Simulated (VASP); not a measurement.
## Sb: relaxation of cell and atoms with LDA

Crystal: Sb.

```
Sb
1.0
     3.12240    0.00000    0.00000
     0.00000    4.34752    0.00000
    -0.03891    0.00000    4.40585
Sb
2
Cartesian
  0.0262 1.0869 1.0625
  3.0573 3.2606 3.3433
```

This isn't the form of Sb at room conditions, which is rhombohedral.

| Item | Value |
| --- | --- |
| Program | VASP 6.6.1 |
| Task | relaxation of cell and atoms |
| Functional | LDA |
| Potentials or basis | VASP PAW LDA potentials, release 64 (Sb) |
| Cutoff | 600 eV |
| k mesh | 9 × 6 × 6 |
| Occupations | fermi-dirac, width 0.05 eV |
| Spin | no spin polarisation |
| Target pressure | 20 GPa |
| Further INCAR settings | ALGO = Normal; EDIFF = 1e-06; IBRION = 2; EDIFFG = -0.01; NSW = 40; ISIF = 3 |
| Target pressure | 20 GPa |

```yaml
Relaxed_volume: 23.22 Å³/atom
Relaxed_cell: a = 2.855 Å, b = 3.915 Å, c = 4.155 Å, α = 90.00°, β = 90.02°, γ = 90.00°
Space_group_after_relaxing_to_0.05_Å: Pmmn (No. 59)
Energy_change_on_relaxing_the_enthalpy_is_what_falls: +237.6 meV/atom
Ionic_steps: 22
Pressure_after_relaxing: 20.0 GPa
Largest_force_after_relaxing: 0.008 eV/Å
Band_gap_on_the_k_mesh: none (metal or under the smearing width)
```

Forces on the atoms (eV/Å):
```
Sb  -0.007  0.000  0.005
Sb   0.007  0.000 -0.005
```

The path:
| step | energy change (eV) | largest force (eV/Å) | pressure (GPa) | volume (Å³) |
| --- | --- | --- | --- | --- |
| 1 | 0.0000 | 0.0434 | -3.19 | 59.81 |
| 2 | 8.7324 | 2.3171 | 191.06 | 29.62 |
| 3 | 0.3080 | 0.4580 | 15.37 | 48.19 |
| 4 | 0.4022 | 0.5059 | 17.98 | 47.28 |
| 5 | 0.4804 | 0.5429 | 20.04 | 46.63 |
| 6 | 0.4507 | 0.5291 | 19.27 | 46.87 |
| 7 | 0.4535 | 0.2243 | 19.50 | 46.68 |
| 8 | 0.4596 | 0.1093 | 19.65 | 46.61 |
| 9 | 0.4609 | 0.0907 | 19.68 | 46.60 |
| 10 | 0.4982 | 0.0309 | 20.71 | 46.28 |
| 11 | 0.4934 | 0.0178 | 20.59 | 46.32 |
| 12 | 0.4483 | 0.0652 | 19.40 | 46.68 |
| 13 | 0.4612 | 0.0512 | 19.74 | 46.57 |
| 14 | 0.4582 | 0.0468 | 19.65 | 46.58 |
| 15 | 0.4568 | 0.0402 | 19.57 | 46.59 |
| 16 | 0.4566 | 0.0379 | 19.55 | 46.59 |
| 17 | 0.5163 | 0.0141 | 21.10 | 46.12 |
| 18 | 0.4759 | 0.0300 | 20.07 | 46.43 |
| 19 | 0.4755 | 0.0302 | 20.05 | 46.43 |
| 20 | 0.4732 | 0.0131 | 19.98 | 46.45 |
| 21 | 0.4728 | 0.0107 | 19.97 | 46.45 |
| 22 | 0.4751 | 0.0084 | 20.03 | 46.44 |

Final structure:
```
Sb
1.0
     2.85451    0.00000    0.01176
     0.00000    3.91518    0.00000
    -0.01885    0.00000    4.15489
Sb
2
Direct
  0.00987 0.25000 0.24991
  0.99013 0.75000 0.75009
```

Levels at points of the mesh, in eV from the Fermi level:
| k point | band 1 | band 2 | band 3 | band 4 | band 5 | band 6 | band 7 | band 8 | band 9 |
| --- | --- | --- | --- | --- | --- | --- | --- | --- | --- |
| (0.00, 0.00, 0.00) | -14.76 | -7.55 | -5.32 | -4.44 | 1.13 | 3.62 | 3.70 | 3.88 | 6.99 |
| (0.00, 0.50, 0.00) | -12.36 | -12.36 | -2.41 | -2.41 | -1.66 | -1.66 | 6.12 | 6.12 | 8.99 |
| (0.00, 0.00, 0.50) | -12.59 | -12.58 | -1.83 | -1.82 | -0.83 | -0.83 | 5.91 | 5.92 | 7.47 |
| (0.00, 0.50, 0.50) | -11.29 | -11.29 | -7.63 | -7.63 | 6.45 | 6.45 | 6.64 | 6.64 | 9.29 |

Run time: 3.4 min on 1 thread of Intel(R) Xeon(R) 6975P-C (Granite Rapids), with other jobs on the host, peak memory 0.21 GiB.

Caveat: the cell is relaxed towards a set pressure, so the enthalpy falls and the energy may rise; the volume moved by over 15 % at a fixed basis, so the end points are rough. Spin-orbit coupling is left out, which matters for the levels of Sb.
